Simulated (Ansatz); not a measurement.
# AgCl: the cost of one run

Computed with Ansatz 0.2.0 (DFT PBEsol, scalar-relativistic, plane waves, PAW).

The COD entry's cell or inner coordinates are ideal or old and differ from later refinements, so a difference from it is no clean test against experiment.

2 further runs of the same task are left out: 2 set aside as unsound or not needed.

## Step 1: Starting point

It takes space group Fm-3m (No. 225, cubic). Conventional cell: a = 5.611 Å, b = 5.611 Å, c = 5.611 Å, α = 90.00°, β = 90.00°, γ = 90.00°. Ag (site symmetry m-3m) is surrounded by 6 Cl at 2.81 Å. Cl (site symmetry m-3m) is surrounded by 6 Ag at 2.81 Å.

Coordinates:

```
CELL_PARAMETERS angstrom
0.00000 2.80534 2.80534
2.80534 0.00000 2.80534
2.80534 2.80534 0.00000
ATOMIC_POSITIONS crystal
Ag 0.00000 0.00000 0.00000
Cl 0.50000 0.50000 0.50000
```

It is the result of an earlier relaxation at this level (volume 22.08 Å³/atom; gap on the mesh: 0.92 eV).

## Step 2: Relaxing with PBEsol

The input, input.yaml:

```yaml
crystal:
  lattice:
    - [0.0, 2.8053419536, 2.8053419536]
    - [2.8053419536, 0.0, 2.8053419536]
    - [2.8053419536, 2.8053419536, 0.0]
  atoms:
    - { symbol: Ag, position: [0.0, 0.0, 0.0] }
    - { symbol: Cl, position: [0.5, 0.5, 0.5] }
basis:
  ecutwfc: 420
kpoints:
  mp_grid: { grid: [8, 8, 8] }
hamiltonian:
  xc: pbesol
scf:
  occupations: { method: gaussian, width: 0.02 }
output:
  forces: true
  stress: true
  eigenvalues: true
relax:
  adjacent_minimum: "off"
  f_tol: 0.005
  max_steps: 50
  cell: { stress_tol: 0.05 }
```

Started as:

```console
$ ansatz run input.yaml --threads 1 --pin off --max-ram 2560MiB --backend cpu --events-out ev --progress --plain --runs-dir out
```

What time and memory should one allow on 1 thread of Arm Neoverse V1, shared host?

About 7.3 s, with a peak of 0.3 GiB.
